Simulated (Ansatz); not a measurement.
## Calculated electric field gradients for ZrO2 under strain

The cell is a refined structure from the COD, relaxed with PBE at fixed cell and then changed (z compressed by 1 %, ions relaxed).

```
Zr O
1.0
     3.59610    0.00000    0.00000
     0.00000    3.59610    0.00000
     0.00000    0.00000    5.12523
Zr O
2 4
Direct
  0.00000 0.00000 0.00000
  0.50000 0.50000 0.50000
  0.00000 0.50000 0.20443
  0.00000 0.50000 0.70443
  0.50000 0.00000 0.29557
  0.50000 0.00000 0.79557
```

Sites (sets of like atoms) are named by element and the number of their first atom in this list.

Computed with Ansatz: DFT, PBE, plane waves and PAW, scalar-relativistic, 420 eV cutoff, Γ-centred 8×8×6 k-points, Fermi–Dirac smearing 0.02 eV.

V_zz is the principal component of the electric field gradient with the largest magnitude, η = (V_xx − V_yy)/V_zz and C_Q = eQV_zz/h.

Zr-91: I = 5/2, Q = -176.0 mb; O-17: I = 5/2, Q = -25.58 mb. Q values from Pyykkö, Mol. Phys. 116, 1328 (2018).

| site | atoms (order as listed) | first shell | V_zz (10²¹ V/m²) | η | C_Q (MHz) |
| --- | --- | --- | --- | --- | --- |
| Zr | 1, 2 | 8 O at 2.08–2.35 Å | 4.94 | 0.00 | -21.0 |
| O | 3, 4, 5, 6 | 4 Zr at 2.08–2.35 Å | 1.04 | 0.15 | -0.644 |

An axis of threefold or higher order runs through Zr, so V_zz lies along it and η is zero.

Without spin–orbit coupling (the program notes it for Zr) the gradients are little affected as a rule: paired runs on crystals with a gap mostly move them by under 2 % at such atoms. At this changed cell the PBE pressure is 7 GPa.

The relaxation (3 steps) took 12 s of wall time (12 s of CPU time) and 0.51 GiB at its peak, on 1 thread of Intel Xeon 6975P-C (Granite Rapids) (x86_64; 16 cores open to the job, memory cap 3.0 GiB, no GPU), a shared host with a load of 0.6 a core.
